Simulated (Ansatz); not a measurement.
Crystal: AlN.

```xyz
4
Lattice="3.1130 0.0000 0.0000 -1.5565 2.6959 0.0000 0.0000 0.0000 4.9810" Properties=species:S:1:pos:R:3 pbc="T T T"
Al    1.5565    0.8986    2.4905
Al    0.0000    1.7973    0.0000
N     1.5565    0.8986    4.3833
N     0.0000    1.7973    1.8928
```

```yaml
Program: Ansatz 0.2.0
Task: relaxation of cell and atoms
Functional: PBE
Potentials_or_basis: Ansatz PAW
Cutoff: "420 eV (not typed: the program's choice for these potentials)"
k_mesh: 7 × 7 × 5
Occupations: fermi-dirac, width 0.05 eV
Spin: no spin polarisation
```

At the start: volume 10.45 Å³/atom.

Q: Where does the relaxation end?

A: It ends after 8 steps and the volume is 10.65 Å³/atom (+1.9 %); space group P6_3mc (No. 186, to 0.05 Å).

Step by step:
```tsv
step	energy change (eV)	largest force (eV/Å)	volume (Å³)
1	0.0000	0.1295	41.80
2	-0.0060	0.0916	42.19
3	-0.0074	0.0316	42.56
4	-0.0075	0.0014	42.56
5	-0.0075	0.0002	42.56
6	-0.0102	0.0002	42.56
7	-0.0101	0.0000	42.58
8	-0.0102	0.0000	42.58
```

Final structure:
```yaml
crystal:
  lattice:
    - [3.13029, 0.00000, 0.00000]
    - [-1.56515, 2.71091, 0.00000]
    - [0.00000, 0.00000, 5.01783]
  atoms:
    - { symbol: Al, position: [0.66667, 0.33333, 0.49922] }
    - { symbol: Al, position: [0.33333, 0.66667, 0.99922] }
    - { symbol: N, position: [0.66667, 0.33333, 0.88078] }
    - { symbol: N, position: [0.33333, 0.66667, 0.38078] }
```

Caveat: the plane-wave basis is chosen anew once the cell has moved, so the energies of steps on either side of that aren't comparable; the pressure holds a Pulay correction of +0.5 GPa for the finite cutoff.
